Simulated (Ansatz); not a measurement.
## CoO: a vibration from a frozen displacement

These are results of Ansatz 0.2.0, DFT PBEsol, scalar-relativistic, plane waves, PAW, not measurements. Settings: plane waves to 420 eV, k-mesh 18×18×18 (Γ-centred), Gaussian smearing 0.15 eV. Collinear spins, started from moments 2.6, 0.3 μB in atom order; the magnetic state may not be the lowest. Energies are free energies at this smearing, counted from the undisturbed cell; pressure is positive in compression.

The starting cell (as given, not relaxed at this level; it stands at -9.1 GPa):

```
Co O
1.0
     1.50547    0.86918    2.43993
    -1.50547    0.86918    2.43993
     0.00000   -1.73837    2.43993
Co O
1 1
Cartesian
  0.0000 0.0000 0.0000
  0.0000 0.0000 3.6599
```

Every O atom is moved by x along the Cartesian unit vector (1.000, 0.000, 0.000); the cell and all other atoms stay fixed. The cell's volume is 19.16 Å³; the moved atoms weigh 15.999 u together and the others 58.933 u.

```
  x (Å)  ΔE (meV/cell) total force on the moved atoms along the move (eV/Å) pressure (GPa)
-0.1000           1.64                                                0.0476         -8.2824
-0.0500           0.27                                                0.0128         -8.8818
 0.0000           0.00                                                0.0000         -9.0906
 0.0750           0.74                                               -0.0260         -8.6282
```

**Question.** What frequency belongs to this motion?

**Answer.** The force constant is k = −dF/dx = 0.292 eV/Å², from the parabola through x = -0.0500, 0 and 0.0750. In every cell the moved atoms swing against the rest, so the mass is μ = m₁m₂/(m₁ + m₂) = 12.583 u, and ν̃ = 521.5 cm⁻¹ × √(|k|/μ) = 79 cm⁻¹, at this cell's pressure of -9.1 GPa. To first order in x, and within 1 %, the force on every atom lies along the move and, within each of the two groups, in proportion to the atom's mass, so this is itself a mode at the zone centre of this cell.

**Question.** How far does the harmonic law reach?

**Answer.** At x = -0.100 Å, kx²/2 = 1.46 meV against the computed 1.64 meV (+12.5 %): the well stiffens in this direction at large amplitude.

No gap shows at this level, though a semilocal functional can close a small gap that the real compound has; without a gap these slopes depend on the k mesh and the smearing.

The oxygen-against-cobalt vibration is very soft here: 79 cm⁻¹ lies far below the transverse optical mode known for rock-salt CoO. Part of the cause is the stretched cell. The pressure rises as oxygen moves either way, so the restoring force must weaken with volume, as expected when short-range Co–O repulsion supplies much of the stiffness. The rest probably lies in the electronic state: real CoO is an antiferromagnetic insulator with localised d electrons, whereas here a single Co per cell imposes ferromagnetic order and the partly filled d states stay metallic, which alters both the bonding and the screening of the ionic displacement.

Even the harmonic value is probably too high. The cell's mirror symmetry makes x and -x equivalent, yet the force per displacement grows steadily with amplitude on both sides. That is the mark of a strong quartic term, which the parabola through unequal steps partly absorbs into k. The data therefore support a soft, markedly anharmonic well in this particular state, but not a frequency for real CoO.
